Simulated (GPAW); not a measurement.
## free-standing square V monolayer, spacing 3.216 A: exchange couplings by hand from total energies

Aim: get Heisenberg couplings of free-standing square V monolayer, spacing 3.216 A from the energies of collinear orders, with pencil and paper, and test them on an order left out of the fit.

Program: GPAW 26.7.0. Level of theory: LDA; plane waves with GPAW's PAW setups, scalar-relativistic. Results are calculated unless marked as measured.

**1. Set-up**

The cell holds 1 atom: 1 V. Its edges and angles: a = 3.216 Å, b = 3.216 Å, c = 14.000 Å, α = 90.0°, β = 90.0°, γ = 90.0°. model lattice. Vacuum lies along c.

**2. The parallel order**

All energies count from this run.

order1.py

```python
import json
import numpy as np
from ase import Atoms
from ase.parallel import paropen, parprint
from gpaw import GPAW

atoms = Atoms(['V'],
    cell=[[3.216, 0.0, 0.0],
         [0.0, 3.216, 0.0],
         [0.0, 0.0, 14.0]],
    scaled_positions=[[0.0, 0.0, 0.5]],
    pbc=True,
    magmoms=[1.5])
atoms.calc = GPAW(mode={'name': 'pw', 'ecut': 550},
    xc='LDA',
    kpts={'size': (8, 8, 1), 'gamma': True},
    occupations={'name': 'fermi-dirac', 'width': 0.05},
    convergence={'density': 1e-05, 'energy': 1e-05},
    maxiter=200,
    symmetry={'tolerance': 1e-4},
    txt='order1.txt')
e = atoms.get_potential_energy(force_consistent=True)
res = {'free_energy': e, 'energy_sigma0': atoms.get_potential_energy(), 'fermi_energy': atoms.calc.get_fermi_level()}
res['moments'] = atoms.get_magnetic_moments().tolist()
res['total'] = atoms.get_magnetic_moment()
parprint('site moments (muB):', np.round(res['moments'], 3))
parprint(f"total moment: {res['total']:.3f} muB")
parprint(f'free energy: {e:.6f} eV')
atoms.calc.write('order1.gpw')
with paropen('results.json', 'w') as f:
    json.dump(res, f)
```

On the command line:

```bash
$ OMP_NUM_THREADS=1 mpirun -n 2 gpaw python order1.py > order1.log
```

The program printed:

```text
site moments (muB): [2.882]
total moment: 3.860 muB
free energy: -5.179245 eV

--- order1.txt ---
Input parameters:
  mode=PW(ecut=550),
  convergence={'density': 1e-05, 'energy': 1e-05},
  kpts=MonkhorstPack(size=(8, 8, 1), gamma=True),
  maxiter=200,
  occupations=Occupations(name='fermi-dirac', width=0.05),
  symmetry=Symmetry(tolerance=0.0001),
  xc=XC(name='LDA')

Diagonalizing LCAO Hamiltonian
[...]
|          3 |       -41.266 |     1.000 |       -38.360 |     1.000 |
|          4 |        -6.568 |     1.000 |        -5.167 |     1.000 |
[...]
|          9 |        -2.385 |     0.000 |         0.001 |     0.000 |
|         10 |        -2.207 |     0.000 |         0.155 |     0.000 |
|         11 |         1.021 |     0.000 |         1.301 |     0.000 |
|         12 |         2.151 |     0.000 |         2.386 |     0.000 |

No gap
No difference between direct/indirect transitions

[key lines of the parts left out:]
Free energy:      -5.179245
Converged in 14 steps
dipole moment: (-7.587929, -7.587929, 0.000000)  # |e|*Ang
Fermi level: -2.805
```

Elapsed: 30 s, on 2 MPI ranks of Arm Neoverse N1, shared host; peak memory 0.44 GiB; 61 s of CPU time.

Spin moment in the augmentation sphere by atom:

```csv
atom,spin moment in the augmentation sphere (μB)
V1,2.88
```

This step gave:

- magnetization: 3.860 μB
- final state: ferromagnetic

After 14 cycles the largest moment stands at 2.88 μB.

**3. The orders used for the fit**

The other orders were run with the same settings, on meshes that hold the same points. Free energies (smearing 0.05 eV, its entropy term included) are divided by the number of V atoms; q is in fractions of the reciprocal vectors of the first run's cell.

```csv
order,atoms,mesh,free energy (eV),eV per V,largest moment (μB)
F +,1,8×8×1,-5.1792,-5.1792,2.88
"AF q=(0,1/2,0) +-",2,8×4×1,-10.3850,-5.1925,2.81
```

**4. Counting neighbours**

With E = −Σ J e_i·e_j over ordered pairs of unit vectors, turning a neighbour from parallel to opposed costs 2J a V atom. So an order lies 2 Σ n J over the parallel one, n being the opposed neighbours in each shell.

```csv
shell,distance (Å),neighbours,"opposed in AF q=(0,1/2,0) +-","opposed in AF q=(1/2,1/2,0) +-"
J1,3.22,4,2,4
J2,4.55,4,4,0
```

Only J1 is kept.

**5. Solving**

```
2 × 2 × J1 = -13.28 meV    (AF q=(0,1/2,0) +-)
J1 = -3.32 meV
```

**6. The test**

The couplings now give the orders that were left out:

```
2 × 4 × (-3.32) = -26.56 meV    (AF q=(1/2,1/2,0) +-)
```

The runs themselves:

```csv
order,atoms,mesh,free energy (eV),eV per V,largest moment (μB),over the parallel order (meV),foretold (meV)
"AF q=(1/2,1/2,0) +-",2,4×8×1,-10.1044,-5.0522,2.67,+127.06,-26.56
```

**7. One more shell**

The miss asks for the next shell, which takes one more order into the fit and leaves none for a test.

```
2 × 2 × J1 + 2 × 4 × J2 = -13.28 meV    (AF q=(0,1/2,0) +-)
2 × 4 × J1 = +127.06 meV    (AF q=(1/2,1/2,0) +-)
J1 = +15.88 meV
J2 = -9.60 meV
```

**8. Outcome**

| Quantity | Value |
| --- | --- |
| J1 (V–V at 3.22 Å) | -3.32 meV |
| largest miss on the orders left out | 154 meV |
| J1 with 2 shells | 15.9 meV |
| J2 with 2 shells | -9.6 meV |

The model misses the order left out by 154 meV, 109 % of the span of the orders, so it fails: these couplings alone don't describe the crystal. With the next shell added the couplings are J1 = +15.88 and J2 = -9.60 meV, untested. The first dropped shell that the test feels is J2 at 4.55 Å. The site moments spread by 7.2 % over the orders. In a metal couplings reach far, and the mesh was not tested. The couplings are effective ones: further shells with opposed neighbours are folded into them or show in the miss. No mean-field temperature is given: it needs a model that holds, an unfrustrated order and couplings in all three dimensions.

[Logs and program files are shortened in this print: banners, set-up blocks, solver, clock and traceback lines can be left out without a mark of their own.]

[Logs are printed without paths, hosts, clocks, repeated set-up lines and the standing remarks that a program may print on its own settings, such as how far it seeks lower states.]

[Hosts, paths, dates, database ids (printed as entryN), source tags and the programs' standing remarks are cut or masked in the printed files.]

[Where a cell is said to come from a database of computed structures, the database is the Materials Project.]
